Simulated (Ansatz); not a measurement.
## Ba, simple cubic: geometry optimisation

Method: DFT, RPBE, plane waves (420 eV) with PAW, scalar-relativistic in Ansatz. The PAW files were generated under PBE, with cores re-solved for the functional.

k-point mesh 8×8×8, Fermi-Dirac smearing 0.1 eV, no spin polarisation. Cell and atoms relax.

Starting structure:

```
Ba
1.0
     4.07163    0.00000    0.00000
     0.00000    4.07163    0.00000
     0.00000    0.00000    4.07163
Ba
1
Cartesian
  0.0000 0.0000 0.0000
```

Task: What cell does the relaxation end in?

Result: Pm-3m with a = 4.072 Å; 67.50 Å³ per atom against 67.50 at the start (0.0 %).

Task: How much energy does the relaxation gain?

Result: 0.0 meV per atom.
